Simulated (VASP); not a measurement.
## C: relaxation of cell and atoms with r2SCAN+rVV10

C:

```
C
1.0
     0.00000    1.78337    1.78337
     1.78337    0.00000    1.78337
     1.78337    1.78337    0.00000
C
2
Direct
  0.00000 0.00000 0.00000
  0.25000 0.25000 0.25000
```

This isn't the form of C at room conditions, which is graphite.

* Program: VASP 6.6.1
* Task: relaxation of cell and atoms
* Functional: r2SCAN
* Dispersion: rVV10
* Potentials or basis: VASP PAW PBE potentials, release 64 (C)
* Cutoff: 600 eV
* k mesh: 14 × 14 × 14
* Occupations: gaussian, width 0.03 eV
* Spin: no spin polarisation
* Further INCAR settings: ALGO = Normal; EDIFF = 1e-06; IBRION = 2; EDIFFG = -0.01; NSW = 90; ISIF = 3

```
Relaxed volume                         : 5.63 Å³/atom
Relaxed cell                           : a = 2.516 Å, b = 2.516 Å, c = 2.516 Å, α = 60.00°, β = 60.00°, γ = 60.00°
Space group after relaxing (to 0.05 Å) : Fd-3m (No. 227)
Energy gained by relaxing              : 0.4 meV/atom
Ionic steps                            : 3
Pressure after relaxing                : 0.0 GPa
Band gap on the k mesh                 : 4.31 eV, indirect (least direct gap 5.85 eV)
```

The path:
```tsv
step	energy change (eV)	largest force (eV/Å)	pressure (GPa)	volume (Å³)
1	0.0000	0.0000	-3.00	11.34
2	0.0005	0.0000	4.00	11.17
3	-0.0007	0.0000	-0.05	11.27
```

Final structure:
```xyz
2
Lattice="0.0000 1.7794 1.7794 1.7794 0.0000 1.7794 1.7794 1.7794 0.0000" Properties=species:S:1:pos:R:3 pbc="T T T"
C     0.0000    0.0000    0.0000
C     0.8897    0.8897    0.8897
```

Levels at points of the mesh, in eV from the valence-band top:
```csv
k point,band 2,band 3,band 4,band 5,band 6,band 7
"(0.00, 0.00, 0.00)",0.00,0.00,0.00,5.85,5.85,5.85
"(0.50, 0.00, 0.00)",-14.14,-3.00,-3.00,8.89,8.89,9.21
"(0.50, 0.50, 0.00)",-13.64,-6.71,-6.71,4.98,4.98,17.98
```

It took 2.1 min on 1 thread of Intel(R) Xeon(R) Platinum 8259CL CPU @ 2.50GHz (Skylake/Cascade Lake), on a shared host, peak memory 0.17 GiB.

Caveat: the PAW data sets were made with another functional, which shifts forces and pressure a little. r2SCAN opens gaps a little over a GGA but as a rule still falls short of measured ones.
